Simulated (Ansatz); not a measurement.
# Optical constants of Sn

Level of theory: DFT PBEsol, scalar-relativistic, plane waves, PAW in Ansatz 0.2.0. Settings: 420 eV plane-wave cutoff, Γ-centred 12×12×12 mesh, Fermi-Dirac smearing of 0.15 eV. No spin polarisation.

Equilibrium structure at this level:
```
Sn
1.0
     0.00000    3.27149    3.27149
     3.27149    0.00000    3.27149
     3.27149    3.27149    0.00000
Sn
2
Direct
  0.50000 0.50000 0.50000
  0.75000 0.75000 0.75000
```

In a metal these results depend on the k mesh and the smearing. Spin–orbit coupling is left out, which matters for heavy elements.

Independent-particle response (no local fields, no excitons) on a 18×18×18 mesh, broadened by 0.1 eV; the Drude term is undamped and its weight carries the smearing above, which sets much of it in a semimetal. The run couldn't bound its error over part or most of this range, so small peaks and near ties are unsure. Light polarised along x. ε₁ lacks the small share of bands above those solved.

Q: Tabulate n, κ, the reflectivity and the absorption coefficient against photon energy.

A:
```
E (eV) n     κ     R  α (10⁵ cm⁻¹)
   0.3  0.44  3.50  0.88          1.06
   0.6  4.58  0.62  0.42          0.38
   0.9  5.62  1.65  0.52          1.50
   1.2  4.62  2.52  0.51          3.07
   1.5  3.96  2.37  0.48          3.60
   1.8  3.70  2.04  0.44          3.73
   2.1  3.96  1.81  0.43          3.85
   2.4  4.15  2.22  0.47          5.39
   2.7  4.19  2.57  0.50          7.05
   3.0  4.46  3.42  0.57         10.41
   3.3  2.51  4.40  0.68         14.72
   3.6  1.95  3.51  0.63         12.81
   3.9  1.68  3.20  0.61         12.66
   4.2  1.90  3.07  0.57         13.07
   4.5  1.25  3.15  0.67         14.38
   4.8  1.00  2.85  0.67         13.88
   5.1  0.85  2.62  0.67         13.54
   5.4  0.73  2.42  0.67         13.24
   5.7  0.64  2.23  0.67         12.89
   6.0  0.58  2.05  0.65         12.46
   6.3  0.55  1.88  0.63         11.97
   6.6  0.66  1.76  0.55         11.80
   6.9  0.58  1.76  0.59         12.29
   7.2  0.50  1.69  0.60         12.31
   7.5  0.46  1.58  0.60         11.99
   7.8  0.43  1.50  0.60         11.87
   8.1  0.41  1.40  0.59         11.49
   8.4  0.41  1.39  0.58         11.82
   8.7  0.32  1.30  0.63         11.44
   9.0  0.30  1.20  0.61         10.94
   9.3  0.30  1.12  0.59         10.53
   9.6  0.30  1.04  0.56         10.16
   9.9  0.32  1.01  0.54         10.10
  10.2  0.29  0.97  0.55         10.00
  10.5  0.27  0.92  0.56          9.80
  10.8  0.24  0.86  0.58          9.39
  11.1  0.22  0.78  0.58          8.81
```

Q: Where is the highest local maximum of ε₂ between 0.3 and 11 eV?

A: At 3.1 eV, where ε₂ = 35.6.

Cost: 1 run of about 1.2 core-minutes, on Arm Neoverse V2 (shared hosts).